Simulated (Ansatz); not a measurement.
A run of Ansatz 0.2.0:

Contents of input.yaml:

```yaml
crystal:
  lattice:
    - [0.0, 2.256, 2.256]
    - [2.256, 0.0, 2.256]
    - [2.256, 2.256, 0.0]
  atoms:
    - { symbol: Hf, position: [0.0, 0.0, 0.0] }
    - { symbol: "N", position: [0.5, 0.5, 0.5] }
kpoints:
  mp_grid: { grid: [7, 7, 7] }
  band_path:
    path:
      - [0.0, 0.0, 0.0]
      - [0.5, 0.0, 0.5]
      - [0.5, 0.25, 0.75]
      - [0.375, 0.375, 0.75]
      - [0.0, 0.0, 0.0]
      - [0.5, 0.5, 0.5]
      - [0.625, 0.25, 0.625]
      - [0.5, 0.25, 0.75]
    npoints: 12
scf:
  occupations: { method: fermi_dirac, width: 0.05 }
hamiltonian:
  xc: pbe
  pseudopotentials: { kind: all_electron, lapw: { basis_error: 0.001 } }
magnetization:
  noncollinear: true
  spin_orbit: true
output:
  forces: true
  stress: true
  eigenvalues: true
```

Potentials or basis: all-electron LAPW, relativistic spinors.

Run with:

```sh
$ ansatz run input.yaml --threads 1 --pin off --max-ram 3072MiB --backend cpu --events-out ev --progress --plain --runs-dir out
```

Hardware: 1 thread of Arm Neoverse V2, with other jobs on the host.

How long does it take, and how much memory?

Run time: 94 s on 1 thread of Arm Neoverse V2, on a shared host, peak memory 0.47 GiB. Counts: scf iterations 8, plane waves 331, k points 20, bands 60.
